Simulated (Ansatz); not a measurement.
## TlCl (Pm-3m): elastic constants by finite strains

Level of theory: PBEsol, all-electron LAPW in Ansatz 0.2.0, scalar-relativistic.

The cell comes from a PAW relaxation under the same functional.

Launched as:

```sh
ansatz run input.yaml --threads 1 --pin off --max-ram 2560MiB --backend cpu --events-out ev --progress --plain --runs-dir out
```

Input file:

```yaml
crystal:
  lattice:
    - [3.76922569566, 0.0, 0.0]
    - [0.0, 3.76922569566, 0.0]
    - [0.0, 0.0, 3.76922569566]
  atoms:
    - { symbol: Tl, position: [0.0, 0.0, 0.0] }
    - { symbol: Cl, position: [0.5, 0.5, 0.5] }
kpoints:
  mp_grid: { grid: [6, 6, 6] }
scf:
  occupations: { method: fixed }
hamiltonian:
  xc: pbesol
  pseudopotentials: { kind: all_electron, lapw: { basis_error: 0.0005 } }
elastic:
  mode: relaxed_ion
  stencil: four_point
  amplitude: 0.003
```

The program printed:

```
Warning: RAYON_NUM_THREADS=1 ignored (pool sized by the plan → 1); use --threads N
LAPW: plane waves up to 6.762 Å⁻¹, error target 5.0e-4 eV per atom; small_component_spin mean_spin; Cl in spheres of 1.438 Å, 15 of its electrons in bands, Dirac shells []; Tl in spheres of 1.728 Å, 35 of its electrons in bands, ...
Engine: ansatz 0.2.0, aarch64-unknown-linux-gnu
Pseudopotentials: kind: all_electron
Pseudopotential: Tl, LAPW, valence charge 35, lapw/all_electron/scalar/gaussian/Tl, Koelling and Harmon's equation, gaussian nucleus
Pseudopotential: Cl, LAPW, valence charge 15, lapw/all_electron/scalar/gaussian/Cl, Koelling and Harmon's equation, gaussian nucleus
Functional definition: PBEsol
  exchange = pbesol_x
  correlation = pbesol_c
davidson cushion auto → on  (no smearing: the cushion is to keep the highest requested band from converging to the state above it; pin scf.eigensolver.cushion to override)
Crystal: 2 atoms, lattice volume = 53.550 Å³
Basis set: ecut = 174.23486597514798 eV, 257 PW (Γ), exchange–correlation at level 2
Bands: 30, of which v1, the nominal top of the filled ones, is band 25 counted from 1 (24 counted from 0)
Symmetry: 48 space group operations
Space group: Pm-3m (ITA 221), of the structure as read, at distance tolerance 3.8e-5 Å
k-points: 20 of 216
Non-local potential: Tl, projectors of the file, none
Non-local potential: Cl, projectors of the file, none
Initial density: superposition of atomic densities (chi_scale 0.1, normalization cell, long waves kept (reshape's long-wave potential 0.01 eV rms))
Initial wavefunctions: plane waves of lowest kinetic energy (no species holds an atomic orbital)
Functional: x = pbesol(κ = 0.804, μ = 0.12345679012345678), c = pbesol(β = 0.046)
iter 1 solved again at ethr=1.18e-3 eV; its pass at ethr=1.00e-1 eV (dr2=5.89e-1 eV) is discarded
SCF iter   1: F=—  HF=-563169.310521 eV  |F-HF|=—  |Δ(HF+E_count)|=         —  Δρ=2.05e-2  dr2=5.88e-1  ethr=1.18e-3  ⟨swp⟩=2.2  Hψ=3658  notcnv=0
[... 161 lines left out ...]
  C = ∂σ_k/∂η_j (tension-positive GPa; Voigt order 11 22 33 23 13 12):
        47.763     21.280     21.280     -0.000     -0.000     -0.000
        21.280     47.763     21.280     -0.000     -0.000     -0.000
        21.280     21.280     47.763     -0.000     -0.000     -0.000
         0.000     -0.000     -0.000     10.734      0.000      0.000
        -0.000     -0.000      0.000      0.000     10.734      0.000
        -0.000      0.000      0.000      0.000      0.000     10.734
  reference stress σ⁰ (GPa):     -0.011     -0.011     -0.011      0.000      0.000      0.000
  no Pulay correction (none for the plane-wave cutoff is built on LAPW): the batch's stresses and constants are at fixed plane waves
  C* (energy form; C + prestress term) asymmetry max|C*_kj − C*_jk| = 3.553e-15 GPa — a small one proves nothing (zero by symmetry where the batch's group is 432, −43m or m−3m); a large one is finite-difference/SCF noise where ...
  moduli (Voigt/Reuss/Hill, GPa): K = 30.11/30.11/30.11   G = 11.74/11.61/11.68   E = 31.02   ν = 0.328
  mechanically stable: yes (min eigenvalue of sym C = 10.73 GPa)
  where every solve meets its electron count the energy-path curvature estimates C_jj along a normal strain and C_jj − ¼(σ⁰_aa + σ⁰_bb) along a shear (ab), closely only under elastic.basis: deformed
  strain η (Voigt 11):  stress-route row diagonal C_11 = 47.76 GPa, energy-path curvature d²(F+E_count)/dδ²/Ω₀ = 47.76 GPa
    cells at ±δ against ±2δ: C11 47.77 and 47.78 GPa, apart by 0.02 % of the column's largest entry
         δ    σ_11 (GPa)             F (eV)   n_scf  n_hpsi   n_pw
    -6.000e-3      -0.3017     -563168.9791174      10   47423    292   relax 0 steps, max|allowed force component| 1.97e-31 eV/Å
    -3.000e-3      -0.1555     -563168.9793464      10   47833    292   relax 0 steps, max|allowed force component| 7.40e-32 eV/Å
     3.000e-3       0.1311     -563168.9793696      10   47793    292   relax 0 steps, max|allowed force component| 1.80e-30 eV/Å
     6.000e-3       0.2716     -563168.9791675      10   47305    292   relax 0 steps, max|allowed force component| 4.93e-32 eV/Å
  strain η (Voigt 23):  stress-route row diagonal C_44 = 10.73 GPa, energy-path curvature d²(F+E_count)/dδ²/Ω₀ = 10.74 GPa
    cells at ±δ against ±2δ: C44 10.73 and 10.74 GPa, apart by 0.01 % of the column's largest entry
         δ    σ_23 (GPa)             F (eV)   n_scf  n_hpsi   n_pw
    -6.000e-3      -0.0644     -563168.9793652       8   52186    292   relax 0 steps, max|allowed force component| 4.61e-30 eV/Å
    -3.000e-3      -0.0322     -563168.9794137       8   52929    292   relax 0 steps, max|allowed force component| 6.66e-30 eV/Å
     3.000e-3       0.0322     -563168.9794137       8   52907    292   relax 0 steps, max|allowed force component| 1.97e-31 eV/Å
     6.000e-3       0.0644     -563168.9793652       8   52195    292   relax 0 steps, max|allowed force component| 3.94e-31 eV/Å
```

Self-consistency was reached.

**Elastic moduli**

Elastic constants of a crystal by Kohn-Sham DFT: slopes of the stress over finite engineering strains of the given cell, Voigt indices, Cartesian axes as in the input; Hill averages of a grain aggregate, Debye temperature from the mean sound speed over directions.

```json
{"Bulk modulus": "30.11 GPa", "Shear modulus": "11.68 GPa", "Young modulus": "31.02 GPa", "Poisson ratio": "0.3283", "Bulk over shear modulus": "2.579", "Elastic anisotropy index": "0.0531", "Least young modulus": "28.78 GPa", "Largest young modulus": "34.65 GPa", "Longitudinal sound speed": "2478 m/s", "Transverse sound speed": "1253 m/s", "Elastic debye temperature": "139.7 K", "Linear compressibility (x, y, z)": "11.07, 11.07, 11.07 1/TPa", "Zener ratio": "0.8106", "Cauchy pressure": "10.55 GPa"}
```

**Elastic constants**

| Property | Result |
| --- | --- |
| Pressure at rest | 0.011 GPa |
| Least elastic eigenvalue | 10.73 GPa |
| Elastically stable | yes |

| index | elastic (GPa) |
| --- | --- |
| 11 | 47.76 |
| 12 | 21.28 |
| 44 | 10.73 |

**Strained cells**

Stress of each strained cell less that at rest, tension positive.

```tsv
strain component	strain	stress xx (GPa)	stress yy (GPa)	stress zz (GPa)	stress yz (GPa)	stress xz (GPa)	stress xy (GPa)	relaxation steps
xx	-0.006	-0.2905	-0.1304	-0.1304	0	0	0	0
xx	-0.003	-0.1443	-0.0645	-0.0645	0	0	0	0
xx	0.003	0.1423	0.0632	0.0632	0	0	0	0
xx	0.006	0.2828	0.125	0.125	0	0	0	0
yz	-0.006	-0.002	-0.0014	-0.0014	-0.0644	0	0	0
yz	-0.003	-0.0005	-0.0003	-0.0003	-0.0322	0	0	0
yz	0.003	-0.0005	-0.0003	-0.0003	0.0322	0	0	0
yz	0.006	-0.002	-0.0014	-0.0014	0.0644	0	0	0
```

Known limits: no spin-orbit coupling on heavy atoms.

Cost: 100 s on 1 thread of Arm Neoverse V1, with other jobs on the host, peak memory 0.36 GiB.
